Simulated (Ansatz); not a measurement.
Born–Oppenheimer molecular dynamics of a periodic cell of 23 atoms, Pb8F15 (host PbF2, host structure Aea2, one F atom removed). It starts from an unrelaxed structure (largest force component 0.17 eV/Å).

All numbers below come from DFT PBE-D3(BJ), scalar-relativistic, plane waves, PAW (Ansatz). Settings: accuracy low, cutoff 420 eV, k mesh 1x1x1, fermi-dirac smearing 0.05 eV, no spin polarisation.

| Quantity | Value |
| --- | --- |
| ensemble | NVT, Langevin thermostat |
| time step | 2 fs |
| steps asked | 200 |
| set temperature | 650 K |
| friction | 0.01 /fs |
| seed | 400257 |

Frames 40 fs apart, positions in Å, forces in eV/Å.

Velocities at 40.0 fs (Å/ps):

```
Pb 1.39 -1.12 -0.85
Pb -2.48 1.79 3.87
F -1.23 -8.65 5.49
F 1.32 -1.15 5.41
F 1.58 -2.53 -0.67
F 2.92 0.07 7.91
Pb 1.36 0.54 -0.76
Pb -0.93 1.01 2.74
F 3.53 2.28 0.79
F -2.19 0.23 -1.91
F 1.48 0.15 0.27
F 1.68 0.28 -1.39
Pb -0.52 -1.55 1.35
Pb 0.46 -1.90 0.53
F -0.56 1.68 4.32
F -2.82 3.61 -3.81
F -1.74 1.26 -1.04
F -1.99 -0.01 -5.84
Pb -0.91 0.70 -2.07
Pb 2.10 -1.38 -1.11
F -0.40 -2.65 1.10
F 0.92 -9.78 2.40
F -4.29 -1.32 -2.07
```

```xyz
23
Lattice="-6.1445 -3.0621 -3.0715 6.1445 -3.0621 -3.0715 0.0000 -6.1242 6.1430" Properties=species:S:1:pos:R:3:forces:R:3 time_fs=40.0 energy_less_start_eV=0.957 T=386
Pb -3.045 -6.166 -0.147 0.24 0.47 -0.05
Pb -0.056 -3.016 -0.019 -0.04 -0.04 -0.88
F -1.509 -4.535 -1.371 0.02 -0.60 -0.34
F 1.173 -4.642 1.252 0.46 -0.30 0.36
F -1.705 -7.825 -1.801 0.25 0.43 0.22
F -4.341 -4.571 -1.888 -0.27 -0.25 0.39
Pb -2.995 -9.158 2.978 0.03 -0.30 -0.11
Pb -0.061 -6.042 2.979 0.23 -0.53 -0.05
F -1.122 -7.694 1.347 -0.57 0.22 -0.13
F 1.274 -7.901 4.058 0.06 0.47 0.38
F -1.627 -10.556 1.328 0.10 -0.31 0.06
F -4.607 -7.862 1.305 0.26 0.26 -0.01
Pb 3.051 -6.125 -0.053 -0.26 -0.16 -0.47
Pb 0.037 -6.214 -3.174 0.08 0.53 -0.22
F 4.635 -4.562 -1.650 0.19 0.06 0.30
F 1.450 -7.837 -1.890 -0.21 0.19 -0.14
F -1.782 -4.622 1.389 -0.04 0.00 0.15
F 1.579 -4.354 -1.896 0.14 -0.77 0.05
Pb 3.065 -9.164 2.865 -0.54 0.02 0.55
Pb 0.072 -9.220 -0.165 -0.17 -0.22 0.48
F 1.385 -10.870 1.188 0.00 0.01 0.14
F -1.638 -8.020 4.526 -0.13 0.72 -0.05
F 1.669 -7.756 1.437 0.16 0.12 -0.63
23
Lattice="-6.1445 -3.0621 -3.0715 6.1445 -3.0621 -3.0715 0.0000 -6.1242 6.1430" Properties=species:S:1:pos:R:3:forces:R:3 time_fs=80.0 energy_less_start_eV=1.112 T=330
Pb -2.975 -6.165 -0.151 0.02 0.03 -0.22
Pb -0.141 -2.985 0.098 0.09 -0.52 -0.53
F -1.441 -4.757 -1.242 0.28 0.22 -0.46
F 1.341 -4.685 1.450 -0.18 -0.06 -0.11
F -1.677 -7.751 -1.717 -0.02 -0.14 -0.02
F -4.326 -4.567 -1.577 -0.17 -0.04 -0.58
Pb -2.973 -9.177 2.943 -0.26 -0.51 0.06
Pb -0.079 -6.038 3.043 0.43 -0.13 -0.29
F -1.205 -7.527 1.205 -0.26 -0.16 0.30
F 1.293 -7.882 3.982 -0.05 0.33 0.40
F -1.478 -10.729 1.340 -0.28 0.41 -0.13
F -4.511 -7.862 1.233 -0.03 -0.01 0.38
Pb 3.015 -6.216 -0.043 -0.01 0.52 -0.17
Pb 0.073 -6.264 -3.182 -0.22 0.97 -0.18
F 4.656 -4.331 -1.618 -0.16 -0.64 -0.34
F 1.372 -7.724 -2.022 0.35 -0.59 0.90
F -1.821 -4.538 1.392 0.23 0.22 0.37
F 1.503 -4.515 -2.115 0.54 -0.13 0.23
Pb 3.042 -9.191 2.812 -0.42 -0.16 0.84
Pb 0.116 -9.235 -0.165 -0.44 -0.12 0.18
F 1.372 -10.980 1.157 0.31 0.27 -0.32
F -1.797 -8.026 4.626 0.20 0.35 -0.08
F 1.663 -7.786 1.202 0.04 -0.10 -0.23
23
Lattice="-6.1445 -3.0621 -3.0715 6.1445 -3.0621 -3.0715 0.0000 -6.1242 6.1430" Properties=species:S:1:pos:R:3:forces:R:3 time_fs=120.0 energy_less_start_eV=0.726 T=497
Pb -2.955 -6.179 -0.187 -0.02 -0.01 0.33
Pb -0.200 -3.039 0.062 0.05 0.02 -0.55
F -1.249 -4.640 -1.467 -0.19 -0.04 -0.04
F 1.385 -4.898 1.533 0.07 0.35 -0.16
F -1.634 -7.593 -1.534 0.30 -0.11 -0.26
F -4.386 -4.501 -1.720 -0.11 -0.26 0.02
Pb -2.986 -9.241 2.935 -0.19 0.29 0.01
Pb -0.023 -6.074 3.046 -0.10 0.16 0.29
F -1.378 -7.331 1.362 -0.11 -0.27 0.02
F 1.211 -7.712 4.171 0.33 -0.34 0.25
F -1.624 -10.598 1.251 0.19 -0.04 0.14
F -4.418 -7.814 1.431 0.04 0.10 -0.21
Pb 3.003 -6.279 -0.057 0.11 0.74 -0.35
Pb 0.112 -6.273 -3.236 0.19 0.38 0.13
F 4.663 -4.419 -1.791 0.22 -0.04 0.23
F 1.562 -7.802 -1.691 -0.35 0.08 -0.31
F -1.690 -4.358 1.514 0.27 -0.14 -0.41
F 1.852 -4.788 -2.158 -0.12 -0.18 0.20
Pb 3.019 -9.239 2.843 0.14 -0.16 0.26
Pb 0.080 -9.208 -0.102 -0.08 -0.33 -0.26
F 1.600 -10.885 1.069 -0.36 0.21 0.31
F -1.698 -7.803 4.681 0.05 -0.16 -0.18
F 1.802 -7.895 1.000 -0.32 -0.26 0.54
23
Lattice="-6.1445 -3.0621 -3.0715 6.1445 -3.0621 -3.0715 0.0000 -6.1242 6.1430" Properties=species:S:1:pos:R:3:forces:R:3 time_fs=160.0 energy_less_start_eV=1.085 T=565
Pb -3.025 -6.228 -0.217 0.08 -0.18 0.47
Pb -0.279 -3.064 -0.040 0.87 0.10 -0.46
F -1.138 -4.490 -1.759 -0.18 -0.54 -0.02
F 1.289 -4.995 1.357 0.44 0.07 -0.01
F -1.463 -7.604 -1.725 -0.02 -0.03 0.14
F -4.274 -4.447 -1.602 -0.34 -0.22 0.18
Pb -3.008 -9.299 2.934 0.07 0.32 -0.14
Pb -0.033 -6.139 3.051 -0.04 -0.05 0.23
F -1.697 -7.187 1.546 0.47 -0.20 -0.02
F 1.379 -7.786 4.455 0.29 -0.02 -0.11
F -1.701 -10.540 1.160 0.31 0.03 0.03
F -4.223 -7.778 1.466 -0.64 0.12 -0.54
Pb 3.012 -6.265 -0.118 -0.06 0.15 -0.42
Pb 0.202 -6.266 -3.278 0.05 0.30 0.20
F 4.618 -4.524 -1.857 0.25 0.21 0.48
F 1.581 -7.781 -1.686 -0.21 -0.18 -0.19
F -1.489 -4.350 1.468 -0.53 -0.32 0.23
F 2.003 -5.194 -2.056 -0.11 0.36 0.08
Pb 3.023 -9.257 2.911 0.03 -0.42 0.29
Pb 0.064 -9.161 -0.085 0.13 -0.39 -0.24
F 1.697 -10.699 1.304 -0.55 -0.40 0.05
F -1.494 -7.953 4.571 -0.44 0.54 -0.30
F 1.936 -8.170 1.021 0.13 0.73 0.06
23
Lattice="-6.1445 -3.0621 -3.0715 6.1445 -3.0621 -3.0715 0.0000 -6.1242 6.1430" Properties=species:S:1:pos:R:3:forces:R:3 time_fs=200.0 energy_less_start_eV=1.343 T=645
Pb -3.139 -6.273 -0.119 0.38 -0.42 0.24
Pb -0.257 -3.064 -0.144 0.26 -0.43 0.01
F -1.018 -4.617 -2.165 -0.41 0.39 0.33
F 1.383 -5.014 1.276 0.16 0.05 -0.12
F -1.465 -7.773 -2.015 -0.34 -0.25 0.62
F -3.961 -4.532 -1.387 -0.34 0.39 -0.38
Pb -3.009 -9.319 2.975 0.10 -0.17 -0.43
Pb -0.045 -6.209 3.004 -0.10 0.25 -0.05
F -1.919 -7.120 1.832 -0.12 -0.71 -0.10
F 1.514 -7.742 4.733 -0.26 -0.15 -0.03
F -1.783 -10.492 1.028 -0.02 0.11 0.12
F -4.688 -7.594 1.089 -0.02 -0.16 0.42
Pb 3.001 -6.243 -0.208 0.38 0.23 0.24
Pb 0.266 -6.197 -3.352 -0.74 -0.62 0.46
F 4.659 -4.464 -1.730 0.10 -0.29 -0.46
F 1.301 -7.873 -1.748 0.54 -0.05 0.01
F -1.528 -4.652 1.284 -0.17 0.48 -0.19
F 1.846 -5.153 -1.863 0.12 0.52 -0.04
Pb 3.001 -9.227 2.969 0.18 -0.04 0.20
Pb 0.056 -9.143 -0.129 -0.02 -0.19 -0.60
F 1.478 -10.823 1.483 0.21 0.34 -0.74
F -1.588 -8.104 4.429 0.12 0.40 0.37
F 1.882 -8.105 1.056 0.00 0.29 0.11
23
Lattice="-6.1445 -3.0621 -3.0715 6.1445 -3.0621 -3.0715 0.0000 -6.1242 6.1430" Properties=species:S:1:pos:R:3:forces:R:3 time_fs=240.0 energy_less_start_eV=1.716 T=594
Pb -3.197 -6.300 -0.030 0.12 -0.57 0.00
Pb -0.238 -3.130 -0.248 0.19 -0.57 0.37
F -0.951 -4.588 -2.257 -0.20 -0.02 -0.03
F 1.287 -4.900 1.209 0.01 -0.24 0.07
F -1.508 -8.043 -1.753 -0.09 0.19 0.01
F -3.660 -4.381 -1.352 -0.77 -0.34 0.83
Pb -2.990 -9.344 3.011 -0.38 0.04 -1.25
Pb -0.064 -6.256 2.936 -0.14 0.07 -0.10
F -2.146 -7.284 2.015 0.11 0.40 -0.50
F 1.344 -7.839 4.837 -0.12 0.10 -0.47
F -2.114 -10.380 0.794 0.47 0.04 -0.12
F -5.127 -7.580 0.991 0.29 0.04 0.35
Pb 2.949 -6.193 -0.294 0.51 -0.07 0.62
Pb 0.238 -6.189 -3.385 0.03 -0.38 -0.16
F 4.729 -4.575 -1.800 0.23 0.09 0.22
F 1.410 -8.064 -1.895 -0.05 0.61 0.28
F -1.872 -4.620 1.024 0.15 0.00 0.18
F 1.818 -4.776 -1.720 -0.40 -0.26 -0.16
Pb 2.925 -9.220 3.058 0.53 0.06 0.05
Pb 0.047 -9.072 -0.162 -0.21 -0.61 -0.27
F 1.370 -10.924 1.077 -0.30 -0.16 0.23
F -1.728 -8.246 4.514 0.26 0.92 0.44
F 2.077 -8.203 1.209 -0.24 0.64 -0.59
23
Lattice="-6.1445 -3.0621 -3.0715 6.1445 -3.0621 -3.0715 0.0000 -6.1242 6.1430" Properties=species:S:1:pos:R:3:forces:R:3 time_fs=280.0 energy_less_start_eV=1.793 T=692
Pb -3.314 -6.372 0.040 -0.18 0.02 -0.18
Pb -0.200 -3.216 -0.243 -0.69 -0.12 0.17
F -1.192 -4.523 -2.337 -0.13 0.22 0.28
F 1.292 -4.852 1.378 -0.08 0.03 -0.17
F -1.796 -8.189 -1.524 0.05 0.37 -0.18
F -3.798 -4.232 -1.036 -0.35 0.03 -0.91
Pb -3.037 -9.382 3.021 -0.28 0.50 0.17
Pb -0.102 -6.384 2.928 0.06 0.10 -0.08
F -2.187 -7.330 1.862 -0.06 0.02 0.19
F 1.151 -7.838 4.595 0.25 0.24 -0.17
F -2.292 -10.278 0.587 0.49 0.25 0.45
F -5.324 -7.571 1.192 0.49 0.22 -0.17
Pb 2.901 -6.103 -0.323 0.23 -0.32 0.57
Pb 0.170 -6.194 -3.423 0.50 -0.13 0.03
F 4.911 -4.469 -1.677 -0.27 -0.18 -0.03
F 1.444 -7.593 -1.811 -0.41 -0.39 0.82
F -2.000 -4.342 0.949 0.33 -0.34 0.35
F 1.577 -4.567 -1.653 -0.15 -0.46 0.33
Pb 2.870 -9.215 3.164 0.47 0.20 -1.02
Pb 0.008 -9.019 -0.179 -0.29 -0.29 0.14
F 1.236 -11.016 1.047 -0.09 0.07 0.14
F -1.846 -7.875 4.793 0.11 -0.19 -0.41
F 2.122 -7.929 1.288 0.01 0.13 -0.31
23
Lattice="-6.1445 -3.0621 -3.0715 6.1445 -3.0621 -3.0715 0.0000 -6.1242 6.1430" Properties=species:S:1:pos:R:3:forces:R:3 time_fs=320.0 energy_less_start_eV=2.371 T=713
Pb -3.526 -6.480 0.085 0.46 0.31 -0.79
Pb -0.234 -3.298 -0.203 -0.12 0.66 0.00
F -1.375 -4.609 -2.316 -0.02 0.14 0.28
F 1.337 -4.673 1.570 -0.44 0.17 -0.34
F -2.059 -8.027 -1.470 0.52 0.15 0.27
F -4.048 -4.218 -1.142 0.18 -0.36 -0.10
Pb -3.031 -9.396 2.988 -0.32 0.20 0.29
Pb -0.110 -6.489 2.953 -0.58 1.60 -0.98
F -2.040 -7.273 1.763 -0.22 -0.34 -0.22
F 0.998 -7.673 4.277 0.88 -1.05 1.10
F -1.990 -10.234 0.548 -0.28 -0.42 0.13
F -5.157 -7.489 1.436 -0.06 -0.11 -0.16
Pb 2.864 -6.028 -0.330 0.17 0.17 0.68
Pb 0.132 -6.274 -3.404 -0.02 0.28 0.41
F 4.980 -4.430 -1.750 -0.51 -0.17 -0.23
F 1.186 -7.335 -1.376 0.02 -0.49 -0.18
F -1.807 -4.080 1.162 -0.38 -0.77 0.29
F 1.387 -4.623 -1.573 0.36 0.04 -0.25
Pb 2.831 -9.137 3.185 0.39 -0.14 -0.34
Pb -0.094 -9.021 -0.166 -0.17 -0.01 0.52
F 1.038 -11.025 1.168 0.08 0.63 -0.18
F -1.996 -7.524 4.903 0.25 -0.07 -0.52
F 1.763 -7.472 1.370 -0.19 -0.41 0.32
23
Lattice="-6.1445 -3.0621 -3.0715 6.1445 -3.0621 -3.0715 0.0000 -6.1242 6.1430" Properties=species:S:1:pos:R:3:forces:R:3 time_fs=360.0 energy_less_start_eV=2.307 T=501
Pb -3.629 -6.485 0.095 1.08 0.62 -0.44
Pb -0.264 -3.355 -0.211 -0.33 0.29 -0.02
F -1.282 -4.636 -2.195 -0.13 0.23 -0.20
F 1.190 -4.529 1.643 -0.20 -0.04 -0.49
F -1.989 -7.726 -1.441 -0.11 -0.18 -0.15
F -4.091 -4.496 -1.422 -0.39 0.28 0.16
Pb -3.028 -9.316 2.996 -0.29 -0.10 0.45
Pb -0.106 -6.459 2.898 -1.03 1.23 1.29
F -1.902 -7.481 1.605 0.24 -0.28 -0.12
F 0.983 -8.037 4.397 0.07 0.49 -0.33
F -1.924 -10.433 0.408 -0.30 0.24 0.37
F -4.978 -7.532 1.615 -0.22 -0.31 -0.14
Pb 2.858 -5.946 -0.310 0.25 -0.23 0.38
Pb 0.059 -6.346 -3.381 -0.04 0.58 -0.30
F 4.925 -4.515 -1.978 -0.27 0.01 0.33
F 0.930 -7.360 -1.404 0.64 0.02 -0.31
F -1.798 -4.266 1.410 -0.34 -0.22 0.18
F 1.491 -4.621 -1.642 0.07 -0.40 -0.04
Pb 2.852 -9.087 3.172 -0.02 -1.00 -0.70
Pb -0.196 -9.047 -0.090 0.50 0.23 0.17
F 0.951 -10.762 1.234 0.16 -0.26 0.56
F -1.735 -7.166 4.545 -0.29 -0.36 0.00
F 1.120 -7.427 1.408 0.97 -0.82 -0.67
```

Of the whole run (400 fs, mean temperature of the second half 641 K): A run of 0.4 ps of so small a system gives no equilibrium averages. Limits of this set-up: coarse k mesh, odd electron count without spin, low accuracy level.

The run took 19 min on 1 thread of Arm Neoverse V1, with other jobs on the host, peak memory 0.54 GiB.
